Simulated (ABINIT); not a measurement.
# Sn (P-1) in ABINIT: further runs

One crystal, Sn, is run at these levels: LDA; tasks: relaxation of cell and atoms, single point.

Everything below comes from runs of ABINIT 10.8.3 (patched build). Logs are shortened: lines on timing, memory, paths and dates and some standing lists are left out, and cuts for length are marked. The log counts tension as positive stress, the text compression.

## (1) The structure

The typed cell holds 1 atom: a = 3.234 Å, b = 3.520 Å, c = 3.421 Å, α = 119.67°, β = 114.67°, γ = 94.75°.

This isn't the form of Sn at room conditions, which is tetragonal (white tin).

## (2) Relaxation of cell and atoms, LDA

The input, run.abi:

```
# Pseudopotentials
pp_dirpath "./"
pseudos "Sn.LDA_PW-JTH_sp.xml"

# Structure
acell 3*1.0 Angstrom
rprim
    -1.6664398100     1.7077874900     2.1828021800
     1.7938717800    -1.8589232500     2.3916531200
     1.6937133800     1.8854440200    -2.2975624100
ntypat 1
znucl 50
natom 1
typat 1
chkprim 0
chksymtnons 0
tolsym 1.0e-6
xred
            0.0            0.0            0.0

# Plane-wave basis
ecut 15.0
pawecutdg 30.0
ecutsm 0.5

# k points
kptopt 1
ngkpt 8 7 8
nshiftk 1
shiftk 0.0 0.0 0.0

# Exchange and correlation
ixc 7

# Bands and occupations
nband 6
occopt 3
tsmear 0.00183747

# SCF cycle
nstep 80
tolvrs 1.0e-10

# Output
iomode 3
prteig 0
prtebands 0
prtwf 0
prtden 0

# Relaxation
ionmov 2
optcell 2
ntime 50
tolmxf 2.0e-5
dilatmx 1.08
```

Potentials or basis: JTH PAW LDA v2.0 sp.

The run is started by

```sh
abinit run.abi > log 2>&1
```

run.abo:

```text
.Version 10.8.3 of ABINIT
 Symmetries : space group P-1 (#  2); Bravais aP (primitive triclinic)
================================================================================
 Values of the parameters that define the memory need of the present run
     intxc =       0    ionmov =       2      iscf =      17    lmnmax =      13
     lnmax =       5     mgfft =      27  mpssoang =       3    mqgrid =    3001
     natom =       1  nloc_mem =       2    nspden =       1   nspinor =       1
    nsppol =       1      nsym =       2    n1xccc =       1    ntypat =       1
    occopt =       3   xclevel =       1
       mpw =         687          nfft =       17496          nkpt =         226
 PAW method is used; the additional fine FFT grid is defined by:
   mgfftf=        36    nfftf =     46656
================================================================================
================================================================================

--------------------------------------------------------------------------------
------------- Echo of variables that govern the present computation ------------
--------------------------------------------------------------------------------
 -outvars: echo values of preprocessed input variables --------
            acell      1.8897261259E+00  1.8897261259E+00  1.8897261259E+00 Bohr
              amu      1.18710000E+02
          chkprim           0
      chksymtnons           0
          dilatmx      1.08000000E+00
             ecut      1.50000000E+01 Hartree
           ecutsm      5.00000000E-01 Hartree
           ionmov           2
                       outvar_i_n : Printing only first  50 k-points.
              ixc           7
                       outvar_i_n : Printing only first  50 k-points.
         kptrlatt        8    0    0      0    7    0      0    0    8
          kptrlen      4.65688195E+01
            natom           1
            nband           6
            ngfft          24      27      27
          ngfftdg          36      36      36
             nkpt         226
            nstep          80
             nsym           2
            ntime          50
           ntypat           1
                       prtocc : prtvol=0, do not print more k-points.
           occopt           3
          optcell           2
        pawecutdg      3.00000000E+01 Hartree
           prtden           0
        prtebands           0
           prteig           0
            prtwf           0
            rprim     -1.6664398100E+00  1.7077874900E+00  2.1828021800E+00
                       1.7938717800E+00 -1.8589232500E+00  2.3916531200E+00
                       1.6937133800E+00  1.8854440200E+00 -2.2975624100E+00
          spgroup           2
           tolmxf      2.00000000E-05
           tolsym      1.00000000E-06
           tolvrs      1.00000000E-10
           tsmear      1.83747000E-03 Hartree
            typat      1
           useylm           1
                       outvars : Printing only first  50 k-points.
            znucl       50.00000

================================================================================

 chkinp: Checking input parameters for consistency.

================================================================================
== DATASET  1 ==================================================================

--- !DatasetInfo
iteration_state: {dtset: 1, }
dimensions: {natom: 1, nkpt: 226, mband: 6, nsppol: 1, nspinor: 1, nspden: 1, mpw: 687, }
cutoff_energies: {ecut:  15.0, pawecutdg:  30.0, }
electrons: {nelect:   4.00000000E+00, charge:   0.00000000E+00, occopt:   3.00000000E+00, tsmear:   1.83747000E-03, }
meta: {optdriver: 0, ionmov: 2, optcell: 2, iscf: 17, paral_kgb: 0, }
...

 Exchange-correlation functional for the present dataset will be:
  LDA: Perdew-Wang 92 LSD fit to Ceperley-Alder data - ixc=7
  J.P.Perdew and Y.Wang, PRB 45, 13244 (1992)

 Real(R)+Recip(G) space primitive vectors, cartesian coordinates (Bohr,Bohr^-1):
 R(1)= -3.1491148  3.2272506  4.1248983  G(1)= -0.0044085  0.1511621  0.1207980
 R(2)=  3.3899264 -3.5128558  4.5195694  G(2)=  0.1487018  0.0024362  0.1116190
 R(3)=  3.2006544  3.5629728 -4.3417637  G(3)=  0.1506033  0.1461477  0.0006332
 Unit cell volume ucvol=  1.9306326E+02 bohr^3
 Angles (23,13,12)=  1.19671251E+02  1.14670818E+02  9.47538499E+01 degrees

 Coarse grid specifications (used for wave-functions):

 getcut: wavevector=  0.0000  0.0000  0.0000  ngfft=  24  27  27
         ecut(hartree)=     17.496   => boxcut(ratio)=   2.07633

 Fine grid specifications (used for densities):

 getcut: wavevector=  0.0000  0.0000  0.0000  ngfft=  36  36  36
         ecut(hartree)=     34.992   => boxcut(ratio)=   2.03282

--- Pseudopotential description ------------------------------------------------
- pspini: atom type   1  psp file is ./Sn.LDA_PW-JTH_sp.xml
 Pseudopotential format is: paw10
 basis_size (lnmax)=  5 (lmn_size= 13), orbitals=   0   0   1   1   2
 Spheres core radius: rc_sph= 2.70161971
 Shapefunction is SIN type: shapef(r)=[sin(pi*r/rshp)/(pi*r/rshp)]**2
 Radius for shape functions =  2.11181860
 Compensation charge density is not taken into account in XC energy/potential

   1.06948979E+02                                ecore*ucvol(ha*bohr**3)
--------------------------------------------------------------------------------

================================================================================

=== [ionmov= 2] Broyden-Fletcher-Goldfarb-Shanno method (forces)
================================================================================

--- Iteration: ( 1/50) Internal Cycle: (1/1)
--------------------------------------------------------------------------------

---SELF-CONSISTENT-FIELD CONVERGENCE--------------------------------------------

--- !BeginCycle
iteration_state: {dtset: 1, itime: 1, icycle: 1, }
solver: {iscf: 17, nstep: 80, nline: 4, wfoptalg: 10, }
tolerances: {tolvrs: 1.00E-10, }
...

     iter   Etot(hartree)      deltaE(h)  residm     nres2
 ETOT  1  -3.6616680303359    -3.662E+00 7.952E-02 9.808E-02
 ETOT  2  -3.6746245360421    -1.296E-02 4.649E-03 7.525E-03
 ETOT  3  -3.6745534103822     7.113E-05 8.662E-04 7.164E-04
 ETOT  4  -3.6745486644502     4.746E-06 2.258E-04 3.124E-05
 ETOT  5  -3.6745484682665     1.962E-07 4.754E-05 1.432E-07
 ETOT  6  -3.6745484449328     2.333E-08 1.365E-05 7.840E-09
 ETOT  7  -3.6745484448137     1.191E-10 3.195E-05 6.862E-10
 ETOT  8  -3.6745484448087     5.044E-12 3.283E-06 3.140E-11
[... 1376 lines left out ...]
 Reduced coordinates (xred)
  0.00000000000000E+00  0.00000000000000E+00  0.00000000000000E+00
 Cartesian forces (fcart) [Ha/bohr]; max,rms= 0.00000E+00 0.00000E+00 (free atoms)
 -0.00000000000000E+00 -0.00000000000000E+00 -0.00000000000000E+00
 Gradient of E wrt nuclear positions in reduced coordinates (gred)
  0.00000000000000E+00  0.00000000000000E+00 -0.00000000000000E+00
 Scale of Primitive Cell (acell) [bohr]
  6.05632502278449E+00  5.88239289167112E+00  6.12667847885157E+00
 Real space primitive translations (rprimd) [bohr]
 -3.07246799332257E+00  3.29486590346042E+00  4.04757605114812E+00
  3.09372960810949E+00 -3.12276587927105E+00  3.90892779508016E+00
  3.31792286917603E+00  3.36572611911401E+00 -3.89864908763734E+00
 Unitary Cell Volume (ucvol) [Bohr^3]=  1.69573306428555E+02
 Angles (23,13,12)= [degrees]
  1.15446709871976E+02  1.13649990555558E+02  9.64026551156533E+01
 Lengths [Bohr]
  6.05632502278449E+00  5.88239289167112E+00  6.12667847885157E+00
 Stress tensor in cartesian coordinates (strten) [Ha/bohr^3]
 -4.48189334974571E-05  7.04517321775680E-06 -8.06804546184787E-06
  7.04517321775680E-06 -3.59171171451676E-05  4.02717913764534E-05
 -8.06804546184787E-06  4.02717913764534E-05 -6.67247844738680E-05
 Total energy (etotal) [Ha]= -3.67754397137350E+00

 Difference of energy with previous step (new-old):
           Absolute (Ha)= 1.33461E-04
           Relative     = 3.62902E-05

--- Iteration: (17/50) Internal Cycle: (1/1)
--------------------------------------------------------------------------------

---SELF-CONSISTENT-FIELD CONVERGENCE--------------------------------------------

--- !BeginCycle
iteration_state: {dtset: 1, itime: 17, icycle: 1, }
solver: {iscf: 17, nstep: 80, nline: 4, wfoptalg: 10, }
tolerances: {tolvrs: 1.00E-10, }
...

     iter   Etot(hartree)      deltaE(h)  residm     nres2
 ETOT  1  -3.6777238487962    -3.678E+00 1.089E+00 2.281E-02
 ETOT  2  -3.6777153034215     8.545E-06 4.948E-03 3.119E-03
 ETOT  3  -3.6777023898896     1.291E-05 1.113E-04 3.997E-04
 ETOT  4  -3.6777003749206     2.015E-06 1.285E-05 3.680E-06
 ETOT  5  -3.6777003756220    -7.014E-10 7.592E-06 5.506E-08
 ETOT  6  -3.6777003755839     3.814E-11 3.113E-07 4.973E-09
 ETOT  7  -3.6777003755798     4.079E-12 4.077E-07 6.069E-11
[... 747 lines left out ...]
 -0.00000000000000E+00 -0.00000000000000E+00 -0.00000000000000E+00
 Gradient of E wrt nuclear positions in reduced coordinates (gred)
  0.00000000000000E+00  0.00000000000000E+00 -0.00000000000000E+00
 Scale of Primitive Cell (acell) [bohr]
  6.07907731748629E+00  5.96835569661615E+00  6.21423497562180E+00
 Real space primitive translations (rprimd) [bohr]
 -3.08943884683776E+00  3.25627635027360E+00  4.09966010472513E+00
  3.10767755836857E+00 -3.14251449962180E+00  4.01101141038137E+00
  3.33765025345435E+00  3.38643136255982E+00 -4.00111106375825E+00
 Unitary Cell Volume (ucvol) [Bohr^3]=  1.73344991514604E+02
 Angles (23,13,12)= [degrees]
  1.16102185832073E+02  1.14536199905251E+02  9.53613691680451E+01
 Lengths [Bohr]
  6.07907731748629E+00  5.96835569661615E+00  6.21423497562180E+00
 Stress tensor in cartesian coordinates (strten) [Ha/bohr^3]
  1.00161523369172E-07  5.84812177049853E-08  1.27937228553700E-07
  5.84812177049853E-08  1.08814726257345E-08 -2.40655306841495E-08
  1.27937228553700E-07 -2.40655306841495E-08  4.17968491687841E-08
 Total energy (etotal) [Ha]= -3.67772722390261E+00

 Difference of energy with previous step (new-old):
           Absolute (Ha)=-1.94504E-08
           Relative     =-5.28870E-09

 At Broyd/MD step  25, gradients are converged :
  max grad (force/stress) = 1.2794E-05 < tolmxf= 2.0000E-05 ha/bohr (free atoms)

================================================================================

 ----iterations are completed or convergence reached----

 Mean square residual over all n,k,spin=   91.073E-15; max=  48.855E-12
 reduced coordinates (array xred) for    1 atoms
       0.000000000000      0.000000000000      0.000000000000
 rms dE/dt=  0.0000E+00; max dE/dt=  0.0000E+00; dE/dt below (all hartree)
    1       0.000000000000      0.000000000000      0.000000000000

 cartesian coordinates (angstrom) at end:
    1      0.00000000000000     0.00000000000000     0.00000000000000

 cartesian forces (hartree/bohr) at end:
    1     -0.00000000000000    -0.00000000000000    -0.00000000000000
 frms,max,avg= 0.0000000E+00 0.0000000E+00   0.000E+00  0.000E+00  0.000E+00 h/b

 cartesian forces (eV/Angstrom) at end:
    1     -0.00000000000000    -0.00000000000000    -0.00000000000000
 frms,max,avg= 0.0000000E+00 0.0000000E+00   0.000E+00  0.000E+00  0.000E+00 e/A
 length scales=  6.079077317486  5.968355696616  6.214234975622 bohr
              =  3.216909177549  3.158317819070  3.288431530065 angstroms
 Fermi (or HOMO) energy (hartree) =   0.09665   Average Vxc (hartree)=  -0.38591
 Eigenvalues (hartree) for nkpt= 226  k points:
 kpt#   1, nband=  6, wtk=  0.00223, kpt=  0.0000  0.0000  0.0000 (reduced coord)
  -0.32998    0.37313    0.40139    0.40882    0.51650    0.53612
      occupation numbers for kpt#   1
   2.00000    0.00000    0.00000    0.00000    0.00000    0.00000
 prteigrs : prtvol=0 or 1, do not print more k-points.

--- !EnergyTerms
iteration_state     : {dtset: 1, itime: 25, icycle: 1, }
comment             : Components of total free energy in Hartree
kinetic             :  1.19218972959043E+00
hartree             :  2.82751441381597E-02
xc                  : -4.36951235891500E+00
Ewald energy        : -4.14201731753828E+00
psp_core            :  6.16971843212179E-01
local_psp           : -2.15019287883296E-01
PAW spherical_terms :  3.21144419464213E+00
internal            : -3.67766805275367E+00
'-kT*entropy'       : -5.94567069944467E-05
total_energy        : -3.67772750946067E+00
total_energy_eV     : -1.00076063767404E+02
...

--- !EnergyTermsDC
iteration_state     : {dtset: 1, itime: 25, icycle: 1, }
comment             : '"Double-counting" decomposition of free energy'
band_energy         : -3.19559441051656E-01
Ewald energy        : -4.14201731753828E+00
psp_core            :  6.16971843212179E-01
xc_dc               : -2.39360750882547E+00
PAW spherical_terms :  2.56054465700762E+00
internal            : -3.67766776719561E+00
'-kT*entropy'       : -5.94567069944467E-05
total_energy_dc     : -3.67772722390260E+00
total_energy_dc_eV  : -1.00076055996973E+02
...

--- !EnergyTermsWithPAWCore
iteration_state     : {dtset: 1, itime: 25, icycle: 1, }
comment             : 'Components of total free energy, including PAW core contributions'
Total energy        : -6.17203179433927E+03
Total energy DC     : -6.17203179405371E+03
Total energy (eV)   : -1.67949541078241E+05
Total energy DC (eV): -1.67949541070471E+05
...

 Cartesian components of stress tensor (hartree/bohr^3)
  sigma(1 1)=  1.00161523E-07  sigma(3 2)= -2.40655307E-08
  sigma(2 2)=  1.08814726E-08  sigma(3 1)=  1.27937229E-07
  sigma(3 3)=  4.17968492E-08  sigma(2 1)=  5.84812177E-08

-Cartesian components of stress tensor (GPa)         [Pressure= -1.4989E-03 GPa]
- sigma(1 1)=  2.94685376E-03  sigma(3 2)= -7.08032357E-04
- sigma(2 2)=  3.20143978E-04  sigma(3 1)=  3.76404322E-03
- sigma(3 3)=  1.22970576E-03  sigma(2 1)=  1.72057683E-03

== END DATASET(S) ==============================================================
================================================================================

 -outvars: echo values of variables after computation  --------
            acell      6.0790773175E+00  5.9683556966E+00  6.2142349756E+00 Bohr
           etotal     -3.6777272239E+00
            fcart     -0.0000000000E+00 -0.0000000000E+00 -0.0000000000E+00
            rprim     -5.0820851348E-01  5.3565305723E-01  6.7438854461E-01
                       5.2069241787E-01 -5.2652935907E-01  6.7204630794E-01
                       5.3709752955E-01  5.4494742729E-01 -6.4386220982E-01
           strten      1.0016152337E-07  1.0881472626E-08  4.1796849169E-08
                      -2.4065530684E-08  1.2793722855E-07  5.8481217705E-08
 Calculation completed.
```

Run time: 3.7 min. Hardware: 1 thread of Intel Xeon 6975P-C (Granite Rapids), shared host; peak memory 0.13 GiB.

Results:

| Item | Value |
| --- | --- |
| Free energy | -100.0761 eV |
| Relaxed volume | 25.69 Å³/atom |
| Relaxed cell | a = 3.217 Å, b = 3.158 Å, c = 3.288 Å, α = 116.10°, β = 114.54°, γ = 95.36° |
| Space group after relaxing (to 0.05 Å) | P-1 (No. 2) |
| Energy gained by relaxing | 86.5 meV/atom |
| Ionic steps | 25 |
| Pressure after relaxing | 0.0 GPa |
| Band gap on the k mesh | none (metal or under the smearing width) |

Step by step:
```
step  energy change (eV)  largest force (eV/Å)  pressure (GPa)  volume (Å³)
   1              0.0000                0.0000           -4.68        28.61
   2             -0.0150                0.0000           -4.18        28.20
   3             -0.0298                0.0000            6.90        23.54
   4             -0.0741                0.0000           -0.87        26.12
   5             -0.0797                0.0000            0.25        25.61
   6             -0.0810                0.0000            0.50        25.50
   7             -0.0823                0.0000            0.45        25.51
   8             -0.0832                0.0000            0.14        25.64
   9             -0.0835                0.0000           -0.14        25.77
  10             -0.0837                0.0000           -0.24        25.81
  11             -0.0840                0.0000           -0.34        25.85
  12             -0.0843                0.0000           -0.26        25.82
  13             -0.0845                0.0000           -0.09        25.74
  14             -0.0849                0.0000            0.24        25.61
  15             -0.0851                0.0000            0.43        25.53
  16             -0.0815                0.0000            1.45        25.13
  17             -0.0858                0.0000            0.46        25.51
  18             -0.0860                0.0000            0.42        25.53
  19             -0.0863                0.0000            0.14        25.64
  20             -0.0864                0.0000            0.03        25.68
  21             -0.0865                0.0000           -0.05        25.71
  22             -0.0865                0.0000           -0.06        25.71
  23             -0.0865                0.0000           -0.05        25.71
  24             -0.0865                0.0000           -0.02        25.69
  25             -0.0865                0.0000            0.00        25.69
```

Final structure:
```
CELL_PARAMETERS angstrom
-1.63486 1.72315 2.16945
1.64451 -1.66295 2.12254
1.76621 1.79202 -2.11730
ATOMIC_POSITIONS crystal
Sn 0.00000 0.00000 0.00000
```

Caveat: this set keeps more shells in the core, which shifts pressures and gaps.

## (3) Single point, LDA (cell relaxed)

The input, run.abi:

```
pp_dirpath "./"
pseudos "Sn.LDA_PW-JTH_sp.xml"

acell 6.0790773186 5.9683556945 6.2142349661
rprim
    -0.5082085127     0.5356530581     0.6743885445
     0.5206924172    -0.5265293598     0.6720463079
     0.5370975297     0.5449474271    -0.6438622098
ntypat 1
znucl 50
natom 1
typat 1
xred
     0.0000000000     0.0000000000     0.0000000000
chkprim 0
chksymtnons 0
tolsym 1.0e-6

ecut 15.0
pawecutdg 30.0

kptopt 1
ngkpt 8 7 8
nshiftk 1
shiftk 0.0 0.0 0.0

ixc 7

nband 6
occopt 3
tsmear 0.05 eV

nstep 100
tolvrs 1.0e-9

iomode 3
prtwf 0
prteig 0
prtebands 0
enunit 1
prtden 1
prtvha 1
prtvclmb 1
prtpot 1
```

Potentials or basis: JTH PAW LDA v2.0 sp.

The run is started by

```sh
abinit run.abi > log 2>&1
```

It took 7.5 s on 1 thread of Intel Xeon 6975P-C (Granite Rapids), shared host; peak memory 0.1 GiB.

Results (log left out):

```
Free energy                                           : -100.0761 eV
Pressure                                              : 0.0 GPa
Band gap on the k mesh                                : none (metal or under the smearing width)
Valence electrons inside the program's atomic spheres : Sn 2.42 (radii [1.4296] Å)
```

Levels at points of the mesh, in eV from the Fermi level:
```csv
k point,band 1,band 2,band 3,band 4,band 5,band 6
"(0.00, 0.00, 0.00)",-11.61,7.52,8.29,8.49,11.42,11.96
"(0.50, 0.00, 0.00)",-7.33,-4.98,5.15,7.47,9.30,11.07
"(0.00, 0.00, 0.50)",-6.25,-4.50,3.01,3.79,6.77,7.27
"(0.50, 0.00, 0.50)",-6.82,-4.84,4.24,6.95,8.30,10.67
```

Caveat: this set keeps more shells in the core, which shifts pressures and gaps.
